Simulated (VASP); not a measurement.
The system is V.

```xyz
1
Lattice="-1.5144 1.5144 1.5144 1.5144 -1.5144 1.5144 1.5144 1.5144 -1.5144" Properties=species:S:1:pos:R:3 pbc="T T T"
V     0.0000    0.0000    0.0000
```

```yaml
Program: VASP 6.6.1
Task: relaxation of cell and atoms
Functional: RPBE
Dispersion: D3(BJ)
Potentials_or_basis: VASP PAW PBE potentials, release 64 (V_sv)
Cutoff: 600 eV
k_mesh: 12 × 12 × 12
Occupations: fermi-dirac, width 0.05 eV
Spin: collinear spin, ferromagnetic start
Starting_moments: "[2.0] μB"
```

At the start: pressure -45.8 GPa; volume 13.89 Å³/atom.

Problem. Where does the relaxation end?

Solution. Over 5 steps the energy falls by 550.7 meV/atom and the volume is 10.72 Å³/atom (-22.8 %); space group Im-3m (No. 229, to 0.05 Å); moment 0.00 μB per cell.

Step by step:
| step | energy change (eV) | largest force (eV/Å) | pressure (GPa) | volume (Å³) |
| --- | --- | --- | --- | --- |
| 1 | 0.0000 | 0.0000 | -45.85 | 13.89 |
| 2 | 0.9949 | 0.0000 | 186.65 | 7.33 |
| 3 | -0.5411 | 0.0000 | -8.59 | 11.07 |
| 4 | -0.5502 | 0.0000 | -1.92 | 10.79 |
| 5 | -0.5507 | 0.0000 | 0.04 | 10.72 |

Final structure:
```cif
data_structure
_symmetry_space_group_name_H-M 'P 1'
_symmetry_Int_Tables_number 1
_cell_length_a 2.4059
_cell_length_b 2.4059
_cell_length_c 2.4059
_cell_angle_alpha 109.471
_cell_angle_beta 109.471
_cell_angle_gamma 109.471
_cell_volume 10.72
loop_
_atom_site_label
_atom_site_type_symbol
_atom_site_fract_x
_atom_site_fract_y
_atom_site_fract_z
_atom_site_occupancy
V1 V 0.00000 0.00000 0.00000 1
```

Caveat: the volume moved by over 15 % at a fixed basis, so the end points are rough; the PAW data sets were made with another functional, which shifts forces and pressure a little; the volume moved by -23 % from the deposited cell, more than functionals usually miss; pairwise dispersion overbinds metals, which lowers pressure and volume.
